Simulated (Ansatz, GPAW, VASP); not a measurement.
**One calculation of Ir, 4 ways**

```
Ir
1.0
     0.00000    1.91560    1.91560
     1.91560    0.00000    1.91560
     1.91560    1.91560    0.00000
Ir
1
Direct
  0.00000 0.00000 0.00000
```

Alike in all runs: task single point; functional PBE; k mesh 12 × 12 × 12; occupations gaussian, width 0.05 eV; no spin polarisation; no spin-orbit coupling. Pressure is positive in compression and, in plane waves, holds the error of the finite cutoff, which Ansatz's Pulay term estimates and takes out.

```
                        program and potentials  plane-wave cutoff (eV)                                                                      notes  band gap (eV)  pressure (GPa)
                            Ansatz, Ansatz PAW                     420  17 valence electrons an atom on average; Pulay term of +0.09 GPa included         no gap           11.12
                VASP, PBE PAW files Ir, 520 eV                     520                                     9 valence electrons an atom on average         no gap           11.76
    GPAW, GPAW PAW data sets (gpaw-data 1.2.1)                     600                                    15 valence electrons an atom on average         no gap            9.81
Ansatz, all-electron LAPW, scalar-relativistic                       -                                                                          -         no gap           11.04
```

None finds a gap. The pressure spans 9.81 (GPAW, GPAW PAW data sets (gpaw-data 1.2.1)) to 11.76 GPa (VASP, PBE PAW files Ir, 520 eV), with all-electron results at 11.04. The cell lies far from this level's equilibrium.

The functional is the same throughout but for its coding, so the spread measures potentials, basis and numerics; runs on potential files found faulty are left out.
